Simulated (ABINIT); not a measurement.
The system is SiC (Moissanite).

```xyz
4
Lattice="3.0760 0.0000 0.0000 -1.5380 2.6639 0.0000 0.0000 0.0000 5.0480" Properties=species:S:1:pos:R:3 pbc="T T T"
Si    1.5380    0.8880    2.5240
Si    0.0000    1.7759    0.0000
C     1.5380    0.8880    4.4675
C     0.0000    1.7759    1.9435
```

Base run:

```yaml
Program: ABINIT 10.8.3 (patched build)
Functional: SOGGA
Potentials_or_basis: JTH PAW PBE v2.0
Cutoff: 544 eV
k_mesh: 10 × 10 × 5
Occupations: fermi-dirac, width 0.05 eV
Spin: no spin polarisation
```

Its results: band gap on the k mesh 2.23 eV, indirect (least direct gap 3.90 eV); pressure -1.3 GPa; largest force 0.736 eV/Å.

Q: After a change of settings the same cell gave: band gap on the k mesh 2.77 eV, indirect (least direct gap 4.30 eV); pressure 7.7 GPa; largest force 0.760 eV/Å. Which change was it?
A. functional from SOGGA to rPW86PBE
B. functional from SOGGA to RPBE
C. functional from SOGGA to BP86
D. functional from SOGGA to LDA-PZ; potentials or basis from JTH PAW PBE v2.0 to PseudoDojo NC SR LDA v0.4.1 standard; cutoff from 544 eV to 1116 eV

A: A.

Caveats: the PAW data sets were made with another functional, which shifts forces and pressure a little; the mesh misses the band edges, which the band path finds closer together.

Runs at the PBE level aren't shown here.
